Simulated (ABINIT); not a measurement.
# Quasiparticle gap of LiBr (Fm-3m) in ABINIT, part 3 of 3

How does a plane-wave GW calculation on LiBr (Fm-3m) run from the first input to the gap?

ABINIT 10.8.3; PBE and many-body steps on it, plane waves. Known limits of the many-body steps: not at the basis limit; no spin-orbit coupling; coarse k mesh.

So far. Step 4 (Empty states on the mesh, 4×4×4 mesh, 233 bands): On this mesh the gap is 4.938 eV. Step 5 (Screening, 4×4×4 mesh, 225 bands, screening to 228.6 eV): Local fields lower ε∞ by 15 %. On a Γ-centred mesh this coarse the value itself is usually too large, while a short band sum pulls it down.

## Step 6: Self-energy, 4×4×4 mesh, 225 bands, screening to 228.6 eV

The self-energy is evaluated for the states that the input lists, and the levels follow from it, in one-shot runs by the linearised quasiparticle equation.

This step: G0W0 on PBE, plane waves, norm-conserving pseudopotentials.

Input file run.abi:

```
acell 3*1.0 Angstrom
rprim 
  0.000000000000 2.750650000000 2.750650000000
  2.750650000000 0.000000000000 2.750650000000
  2.750650000000 2.750650000000 0.000000000000
ntypat 2
znucl 3 35
natom 2
typat 1 2
xred 
  0.000000000000 0.000000000000 0.000000000000
  0.500000000000 0.500000000000 0.500000000000
pp_dirpath "pseudos"
pseudos "Li.upf, Br.upf"
ecut 33
ngkpt 4 4 4
nshiftk 1
shiftk 0 0 0
kptopt 1
chksymbreak 0
istwfk *1
occopt 1
irdwfk 1
optdriver 4
nband 225
gwcalctyp 0
ecutsigx 33
symsigma 1
nkptgw 1
kptgw 
  0.0000000000 0.0000000000 0.0000000000
bdgw 
  3 9
ecuteps 8.4
irdscr 1
ppmodel 1
indata_prefix "in"
outdata_prefix "out"
tmpdata_prefix "tmp"
```

The run is started by

```
> OMP_NUM_THREADS=1 mpirun -n 4 abinit run.abi > log
```

Numbers of over 12 decimals in the logs are rounded to 6 here.

Log:

```text
.Version 10.8.3 of ABINIT. v10.8.2 released Aug 2026.

 Symmetries : space group Fm -3 m (#225); Bravais cF (face-center cubic)
[... echo of the input left out ...]
== DATASET  1 ==================================================================
-   mpi_nproc: 4, omp_nthreads: 1 (-1 if OMP is not activated)

--- !DatasetInfo
iteration_state: {dtset: 1, }
dimensions: {natom: 2, nkpt: 8, mband: 225, nsppol: 1, nspinor: 1, nspden: 1, mpw: 2637, }
cutoff_energies: {ecut:  33.0, pawecutdg:  -1.0, }
electrons: {nelect:   1.00000000E+01, charge:   0.00000000E+00, occopt:   1.00000000E+00, tsmear:   1.00000000E-02, }

 SIGMA: Calculation of the GW corrections

 Based on a program developped by R.W. Godby, V. Olevano, G. Onida, and L. Reining.
 Incorporated in ABINIT by V. Olevano, G.-M. Rignanese, and M. Torrent.
.Using double precision arithmetic ; gwpc =  8

[... cell and pseudopotentials left out ...]
--------------------------------------------------------------------------------

 ==== K-mesh for the wavefunctions ====
 Number of points in the irreducible wedge :     8
[... list of points left out ...]
 Together with 48 symmetry operations and time-reversal symmetry
 yields    64 points in the full Brillouin Zone.

 ==== Q-mesh for screening function ====
 Number of points in the irreducible wedge :     8
[... list of points left out ...]
 Together with 48 symmetry operations and time-reversal symmetry
 yields    64 points in the full Brillouin Zone.

 vcoul_init : cutoff-mode = AUXILIARY_FUNCTION
 q-points for optical limit:   1
     1)      0.000010    0.000020    0.000030
 setmesh: FFT mesh size selected  =    40x   40x   40
          total number of points  =        64000

 Number of electrons calculated from density =   10.0000; Expected =   10.0000
 average of density, n =  0.035601
 r_s =    1.8857
 omega_plasma =   18.2008 [eV]

 === KS Band Gaps ===
  >>>> For spin  1
   Minimum direct gap =   4.9381 [eV], located at k-point      :   0.0000  0.0000  0.0000
   Fundamental gap    =   4.9381 [eV], Top of valence bands at :   0.0000  0.0000  0.0000
                                       Bottom of conduction at :   0.0000  0.0000  0.0000
 SIGMA fundamental parameters:
 PLASMON POLE MODEL  1
 number of plane-waves for SigmaX                 2637
 number of plane-waves for SigmaC and W            331
 number of plane-waves for wavefunctions          2637
 number of bands                                   225
 number of independent spin polarizations            1
 number of spinorial components                      1
 number of k-points in IBZ                           8
 number of q-points in IBZ                           8
 number of symmetry operations                      48
 number of k-points in BZ                           64
 number of q-points in BZ                           64
 number of frequencies for dSigma/dE                 9
 frequency step for dSigma/dE [eV]                0.25
 number of omega for Sigma on real axis              0
 max omega for Sigma on real axis  [eV]           0.00
 zcut for avoiding poles [eV]                     0.10

 EPSILON^-1 parameters (SCR file):
 dimension of the eps^-1 matrix on file            331
 dimension of the eps^-1 matrix used               331
 number of plane-waves for wavefunctions          2637
 number of bands                                   225
 number of q-points in IBZ                           8
 number of frequencies                               2
 number of real frequencies                          1
 number of imag frequencies                          1

 matrix elements of self-energy operator (all in [eV])

 Perturbative Calculation

--- !SelfEnergy_ee
iteration_state: {dtset: 1, }
kpoint     : [   0.000,    0.000,    0.000, ]
spin       : 1
KS_gap     :    4.938
QP_gap     :    7.116
Delta_QP_KS:    2.178
data: !SigmaeeData |
     Band     E0 <VxcDFT>   SigX SigC(E0)      Z dSigC/dE  Sig(E)    E-E0       E
        3   0.621 -13.199 -16.749   1.607   0.805  -0.242 -14.763  -1.564  -0.943
        4   0.621 -13.199 -16.749   1.607   0.805  -0.242 -14.763  -1.564  -0.943
        5   0.621 -13.199 -16.749   1.607   0.805  -0.242 -14.763  -1.564  -0.943
        6   5.559  -8.498  -4.276  -3.491   0.839  -0.192  -7.884   0.614   6.173
        7  11.140  -8.410  -3.721  -3.768   0.832  -0.202  -7.643   0.767  11.907
        8  11.140  -8.410  -3.721  -3.768   0.832  -0.202  -7.643   0.767  11.907
        9  11.140  -8.410  -3.721  -3.768   0.832  -0.202  -7.643   0.767  11.907

== END DATASET(S) ==============================================================
================================================================================

 -outvars: echo values of variables after computation  --------
           etotal      0.0000000000E+00
            nband         225
             nkpt           8
          spgroup         225
 [... the other variables as echoed above ...]

 Calculation completed.
```

Wall time 19 s (4 MPI ranks of Arm Neoverse V1, shared host); peak memory 1.3 GiB; 76 s of CPU time.

This step gave:

```
G0W0 gap on the points computed              : 7.116 eV
starting gap on the mesh                     : 4.938 eV
k of the valence top                         : 0, 0, 0
k of the conduction bottom                   : 0, 0, 0
Z at the valence top                         : 0.805
Z at the conduction bottom                   : 0.839
least direct G0W0 gap on the computed points : 7.116 eV
```

The gap on the mesh goes from 4.94 eV to 7.12 eV, a correction of +2.18 eV.

Limits: finite bands, cutoff and mesh; no spin-orbit coupling; coarse k mesh. v1 is the top filled band, c1 the lowest empty one. Levels before and after the correction, in eV, zero at the valence-band top of each column:

```csv
,conduction bottom,valence top
Kohn-Sham,4.94,0.00
G0W0,7.12,0.00
```

```csv
,level,energy (eV)
Kohn-Sham,Γ v3-v1,0.000
Kohn-Sham,Γ c1,4.938
Kohn-Sham,Γ c2-c4,10.519
G0W0,Γ v3-v1,0.000
G0W0,Γ c1,7.116
G0W0,Γ c2-c4,12.850
```

## Step 7: Where the time went

Times are wall times on 4 MPI ranks of Arm Neoverse V1, shared host, good to a factor of about two.

```csv
step,time,share,memory (GiB)
ground state,5.3 s,5 %,0.3
bands along the symmetry lines,6.5 s,7 %,0.26
empty states on the mesh,32 s,32 %,1.6
screening,37 s,37 %,1.2
self-energy,19 s,19 %,1.3
```

## Step 8: What came out

| Item | Value |
| --- | --- |
| PBE gap | 4.93 eV, indirect (only 5 meV under the direct gap) |
| G0W0 gap on the mesh | 7.12 eV |
| GW settings | 4×4×4 mesh, 225 bands, screening to 228.6 eV, Godby-Needs plasmon pole |
| known limits | not at the basis limit; no spin-orbit coupling; coarse k mesh |

In words: G0W0 moves the gap on the mesh from 4.94 eV to 7.12 eV (+2.18 eV), with Z of 0.81 and 0.84 at the edges. Local fields lower the RPA ε∞ on this mesh from 3.95 to 3.34; a Γ-centred mesh this coarse tends to raise both, most where the direct gap is narrow, while a short band sum lowers them. Only 1 of the mesh's irreducible points was corrected, so a valley elsewhere could overtake. Bands and cutoff are finite, so the gap is not at the basis limit. The miss can reach some tenths of an eV and take either sign; the mesh is an error of its own. In the G0W0 run levels were corrected at 1 k point alone, so a gap called «on the mesh» is the least over those, and an edge elsewhere would be missed. The 4×4×4 mesh is coarse for this cell, which bears on the long-range parts of exchange and screening. The many-body steps are scalar-relativistic: spin-orbit coupling is not in them.

[Paths, hosts, dates, memory and timing lines, banners, echoed tables and standing remarks are left out of the program output.]

[Logs are printed without paths, hosts, clocks, repeated set-up lines and the standing remarks that a program may print on its own settings, such as how far it seeks lower states.]

[Runs of the session that timed out or met a known fault of the program may be left out.]

[Hosts, paths, dates, database ids (printed as entryN), source tags and the programs' standing remarks are cut or masked in the printed files.]

[G0W0 gaps are taken among the corrected bands and points alone; a level outside them can change the order at an edge.]

[Where Ansatz stands beside ABINIT at settings called matched, ABINIT's density can come from a denser mesh and the files from another edition; pairs whose starting gaps differed by over 0.03 eV were left out, so agreement reads better than it is.]
